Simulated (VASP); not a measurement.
# Os (Im-3m) in VASP: single point with PBEsol

Aim: the single point of Os with PBEsol.

All numbers are computed with VASP 6.6.1; they aren't measurements. Logs are shortened: lines on timing, memory, paths and dates and some standing lists are left out, and cuts for length are marked.

### 1 The crystal as given

Symmetry: Im-3m, No. 229, cubic system. Conventional cell: a = 3.064 Å, b = 3.064 Å, c = 3.064 Å, α = 90.00°, β = 90.00°, γ = 90.00°. Os (site symmetry m-3m) has 8 Os at 2.65 Å as nearest neighbours.

This isn't the form of Os at room conditions, which is hcp.

### 2 Single point, PBEsol, non-collinear spin, zero start, spin-orbit coupling

Contents of INCAR:

```
PREC = Accurate
ENCUT = 520
EDIFF = 1E-6
ISMEAR = 0
SIGMA = 0.1
LREAL = F
LASPH = T
NELM = 80
ALGO = Normal
ISIF = 2
LWAVE = F
LCHARG = F
LNONCOLLINEAR = T
MAGMOM = 0 0 0
LORBIT = 11
LSORBIT = T
GGA_COMPAT = F
LMAXMIX = 4
GGA = PS
NBANDS = 19
```

Contents of KPOINTS:

```
Automatic mesh
0
Gamma
  20 20 20
```

Contents of POSCAR:

```
Os
1.0
   -1.5319200000      1.5319200000      1.5319200000
    1.5319200000     -1.5319200000      1.5319200000
    1.5319200000      1.5319200000     -1.5319200000
Os
1
Direct
    0.0000000000      0.0000000000      0.0000000000
```

Potentials or basis: VASP PAW PBE potentials, release 64 (Os).

Run with:

```
> cat potpaw_PBE.64/Os/POTCAR > POTCAR
> mpirun -np 1 vasp_ncl > vasp.out
```

OUTCAR:

```text
PREC = Accurate
   ENCUT = 520
   EDIFF = 1E-6
   ISMEAR = 0
   LREAL = F
   LASPH = T
   NELM = 80
   ISIF = 2
   LNONCOLLINEAR = T
   LORBIT = 11
   LSORBIT = T
   GGA = PS

 ion  position               nearest neighbor table
   1  0.000  0.000  0.000-

  LATTYP: Found a body centered cubic cell.
 ALAT       =     3.0638400000

  Lattice vectors:

 A1 = (  -1.5319200000,   1.5319200000,   1.5319200000)
 A2 = (   1.5319200000,  -1.5319200000,   1.5319200000)
 A3 = (   1.5319200000,   1.5319200000,  -1.5319200000)

Analysis of symmetry for initial positions (statically):
=====================================================================
 Subroutine PRICEL returns:
 Original cell was already a primitive cell.

 Routine SETGRP: Setting up the symmetry group for a
 body centered cubic supercell.

 Subroutine GETGRP returns: Found 48 space group operations
 (whereof 48 operations were pure point group operations)
 out of a pool of 48 trial point group operations.

The static configuration has the point symmetry O_h .

Analysis of symmetry for dynamics (positions and initial velocities):
=====================================================================
 Subroutine PRICEL returns:
 Original cell was already a primitive cell.

 Routine SETGRP: Setting up the symmetry group for a
 body centered cubic supercell.

 Subroutine GETGRP returns: Found 48 space group operations
 (whereof 48 operations were pure point group operations)
 out of a pool of 48 trial point group operations.

The dynamic configuration has the point symmetry O_h .

Analysis of structural, dynamic, and magnetic symmetry:
=====================================================================
 Subroutine PRICEL returns:
 Original cell was already a primitive cell.

 Routine SETGRP: Setting up the symmetry group for a
 body centered cubic supercell.

 Subroutine GETGRP returns: Found 48 space group operations
 (whereof 48 operations were pure point group operations)
 out of a pool of 48 trial point group operations.

The overall configuration has the point symmetry O_h .

 Subroutine INISYM returns: Found 48 space group operations
 (whereof 48 operations are pure point group operations),
 and found     1 'primitive' translations

----------------------------------------------------------------------------------------

                                     Primitive cell

  volume of cell :      14.3803

  direct lattice vectors                    reciprocal lattice vectors
    -1.531920000  1.531920000  1.531920000     0.000000000  0.326387801  0.326387801
     1.531920000 -1.531920000  1.531920000     0.326387801  0.000000000  0.326387801
     1.531920000  1.531920000 -1.531920000     0.326387801  0.326387801  0.000000000

  length of vectors
     2.653363273  2.653363273  2.653363273     0.461582055  0.461582055  0.461582055

  position of ions in fractional coordinates (direct lattice)
     0.000000000  0.000000000  0.000000000

  ion indices of the primitive-cell ions
   primitive index   ion index
                 1           1

----------------------------------------------------------------------------------------

 KPOINTS: Automatic mesh

Automatic generation of k-mesh.
 Grid dimensions read from file:
 generate k-points for:   20   20   20

 Generating k-lattice:

  Cartesian coordinates                     Fractional coordinates (reciprocal lattice)
     0.000000000  0.016319390  0.016319390     0.050000000  0.000000000  0.000000000
     0.016319390  0.000000000  0.016319390     0.000000000  0.050000000  0.000000000
     0.016319390  0.016319390  0.000000000     0.000000000  0.000000000  0.050000000

  Length of vectors
     0.023079103  0.023079103  0.023079103

  Shift w.r.t. Gamma in fractional coordinates (k-lattice)
     0.000000000  0.000000000  0.000000000

 Subroutine IBZKPT returns following result:
 ===========================================

 Found    256 irreducible k-points:

 Following reciprocal coordinates:
            Coordinates               Weight
  0.000000  0.000000  0.000000      1.000000
  0.050000  0.000000  0.000000     12.000000
  0.100000  0.000000  0.000000     12.000000
  0.150000  0.000000  0.000000     12.000000
  0.200000  0.000000  0.000000     12.000000
  0.250000  0.000000  0.000000     12.000000
[... 16 lines left out ...]
  0.200000  0.100000 -0.000000     48.000000
  0.250000  0.100000 -0.000000     48.000000
 [... further k-points ...]
   k-points           NKPTS =    256   k-points in BZ     NKDIM =    256   number of bands    NBANDS=     19
   number of dos      NEDOS =    301   number of ions     NIONS =      1
   total plane-waves  NPLWV =   8000
   dimension x,y,z NGX =    20 NGY =   20 NGZ =   20
   dimension x,y,z NGXF=    40 NGYF=   40 NGZF=   40
   ions per type =               1
   NGX,Y,Z   is equivalent  to a cutoff of  12.53, 12.53, 12.53 a.u.
   NGXF,Y,Z  is equivalent  to a cutoff of  25.06, 25.06, 25.06 a.u.
 SYSTEM =  unknown system
   PREC   = accura    normal or accurate (medium, high low for compatibility)
   ISTART =      0    job   : 0-new  1-cont  2-samecut
   ICHARG =      2    charge: 1-file 2-atom 10-const
   ISPIN  =      1    spin polarized calculation?
   LNONCOLLINEAR =      T non collinear calculations
   LSORBIT =      T    spin-orbit coupling
   LASPH  =      T    aspherical Exc in radial PAW
   ENCUT  =  520.0 eV  38.22 Ry    6.18 a.u.   4.93  4.93  4.93*2*pi/ulx,y,z
   NELM   =     80;   NELMIN=  2; NELMDL= -5     # of ELM steps
   EDIFF  = 0.1E-05   stopping-criterion for ELM
   LREAL  =      F    real-space projection
   EDIFFG = 0.1E-04   stopping-criterion for IOM
   NSW    =      0    number of steps for IOM
   IBRION =     -1    ionic relax: 0-MD 1-quasi-New 2-CG
   NFREE  =      0    steps in history (QN), initial steepest desc. (CG)
   ISIF   =      2    stress and relaxation
   ISYM   =      2    0-nonsym 1-usesym 2-fastsym
   POTIM  = 0.5000    time-step for ionic-motion
   TEBEG  =    0.0;   TEEND  =   0.0 temperature during run
   PSTRESS=    0.0 pullay stress
   NELECT =       8.0000    total number of electrons
   NUPDOWN=      -1.0000    fix difference up-down
   EMIN   =  10.00;   EMAX   =-10.00  energy-range for DOS
   EFERMI =   0.00;   METHOD = LEGACY
   ISMEAR =     0;   SIGMA  =   0.10  broadening in eV -4-tet -1-fermi 0-gaus
   EFERMI_NEDOS =   21; number of points for ismear=-14 and -15
   IALGO  =     38    algorithm
   IMIX   =      4    mixing-type and parameters
     AMIX     =   0.40;   BMIX     =  1.00
     AMIX_MAG =   1.60;   BMIX_MAG =  1.00
  volume/ion in A,a.u.               =      14.38        97.04
  Fermi-wavevector in a.u.,A,eV,Ry     =   1.346425  2.544374 24.665451  1.812860
  Thomas-Fermi vector in A             =   2.474258
   LORBIT       =     11    0 simple, 1 ext, 2 COOP (PROOUT), +10 PAW based schemes
   GGA     = PS    functional components
   LHFCALC =     F    Hartree Fock is set to
   AEXX    =    0.0000 exact exchange contribution
   IVDW    =     0    specifies the selected vdW correction
   LEPSILON=     F    determine dielectric tensor
   LRPA    =     F    only Hartree local field effects (RPA)
 Gauss-broadening in eV      SIGMA  =   0.10
  energy-cutoff  :      520.00
  volume of cell :       14.38
 maximum number of plane-waves:       804
   NGX =  9   NGY =  9   NGZ =  9

 number of electron       8.0000000 magnetization       0.0000000      0.0000000      0.0000000

 number of electron       8.0000001 magnetization      -0.0000000     -0.0000000     -0.0000000

 number of electron       8.0000001 magnetization      -0.0000000      0.0000000      0.0000000

 number of electron       8.0000001 magnetization       0.0000000     -0.0000000     -0.0000000

 Free energy of the ion-electron system (eV)
  ---------------------------------------------------
  ext. energy  EPLUGINS =         0.00000000
  ---------------------------------------------------
  free energy    TOTEN  =       -11.68900851 eV

  energy without entropy =      -11.68319658  energy(sigma->0) =      -11.68610254

 E-fermi :   9.1590     XC(G=0): -13.9829

 val. band max:        9.1441983535   @ k =  -0.4000   0.4000   0.3500
 cond. band min:       9.1626672123   @ k =   0.2500   0.1500   0.1000
 fundamental gap:      0.0184688588
 Fermi energy:         9.1590363450

 k-point     1 :       0.0000    0.0000    0.0000
  band No.  band energies     occupation
      1      -1.8439      1.00000
      2      -1.8439      1.00000
      3       5.5162      1.00000
      4       5.5162      1.00000
      5       5.5162      1.00000
      6       5.5162      1.00000
[... 11 lines left out ...]
     18      25.4096      0.00000
     19      37.3744      0.00000
[... 485 lines left out ...]
 k-point    24 :       0.2500    0.1000   -0.0000
  band No.  band energies     occupation
      1       1.4182      1.00000
      2       1.4182      1.00000
      3       4.3339      1.00000
      4       4.3339      1.00000
      5       5.2753      1.00000
      6       5.2753      1.00000
[... 11 lines left out ...]
     18      29.2173      0.00000
     19      30.5356      0.00000

 [... further k-points ...]
[... 5 lines left out ...]
  --------------------------------------------------------------------------------------
  -------------------------------------------------------------------------------------
  Total        0.0755148      0.0755148      0.0755148      0.0000000      0.0000000      0.0000000
  in kB        8.4134587      8.4134587      8.4134587      0.0000000      0.0000000      0.0000000
  external PRESSURE =       8.4134587 kB  Pullay stress =       0.0000000 kB

 VOLUME and BASIS-vectors are now :
 -----------------------------------------------------------------------------
  energy-cutoff  :      520.00
  volume of cell :       14.38
      direct lattice vectors                 reciprocal lattice vectors
    -1.531920000  1.531920000  1.531920000     0.000000000  0.326387801  0.326387801
     1.531920000 -1.531920000  1.531920000     0.326387801  0.000000000  0.326387801
     1.531920000  1.531920000 -1.531920000     0.326387801  0.326387801  0.000000000

 POSITION                                       TOTAL-FORCE (eV/Angst)
 -----------------------------------------------------------------------------------
      0.00000      0.00000      0.00000        -0.000000      0.000000      0.000000
 -----------------------------------------------------------------------------------
    total drift:                                0.000000     -0.000000      0.000000

  FREE ENERGIE OF THE ION-ELECTRON SYSTEM (eV)
  ---------------------------------------------------
  free  energy   TOTEN  =       -11.6890085094 eV

  energy  without entropy=      -11.6831965756  energy(sigma->0) =      -11.68610254

 Spin-Orbit-Coupling matrix elements

 Ion:    1  E_soc:     -0.7346619
 l=   1
     0.0000000    -0.0416045    -0.0416045
    -0.0416045     0.0000000    -0.0416045
    -0.0416045    -0.0416045     0.0000000
 l=   2
     0.0000000    -0.0101432     0.0000000    -0.0101432    -0.0706960
    -0.0101432     0.0000000    -0.0530220    -0.0101432    -0.0176740
     0.0000000    -0.0530220     0.0000000    -0.0530220     0.0000000
    -0.0101432    -0.0101432    -0.0530220     0.0000000    -0.0176740
    -0.0706960    -0.0176740     0.0000000    -0.0176740     0.0000000
 l=   3
     0.0000000     0.0000000     0.0000000     0.0000000     0.0000000     0.0000000     0.0000000
     0.0000000     0.0000000     0.0000000     0.0000000     0.0000000     0.0000000     0.0000000
     0.0000000     0.0000000     0.0000000     0.0000000     0.0000000     0.0000000     0.0000000
     0.0000000     0.0000000     0.0000000     0.0000000     0.0000000     0.0000000     0.0000000
     0.0000000     0.0000000     0.0000000     0.0000000     0.0000000     0.0000000     0.0000000
     0.0000000     0.0000000     0.0000000     0.0000000     0.0000000     0.0000000     0.0000000
     0.0000000     0.0000000     0.0000000     0.0000000     0.0000000     0.0000000     0.0000000

 total charge

# of ion       s       p       d       tot
------------------------------------------
    1        0.641   0.727   5.996   7.364

 magnetization (x)

# of ion       s       p       d       tot
------------------------------------------
    1       -0.000  -0.000  -0.000  -0.000

 magnetization (y)

# of ion       s       p       d       tot
------------------------------------------
    1        0.000   0.000   0.000   0.000

 magnetization (z)

# of ion       s       p       d       tot
------------------------------------------
    1        0.000   0.000  -0.000  -0.000
```

It took 42 s on 1 thread of Intel Xeon 6975P-C (Granite Rapids), shared host; peak memory 0.23 GiB.

Results:

* Free energy: -11.6890 eV
* Pressure: 0.8 GPa
* Net moment: 0.00 μB per cell
* Valence electrons inside the program's atomic spheres: Os 7.36

Moments on the atoms (μB; x, y, z):
```
Os  0.00 0.00 0.00
```

Caveat: the PAW data sets were made with another functional, which shifts forces and pressure a little.
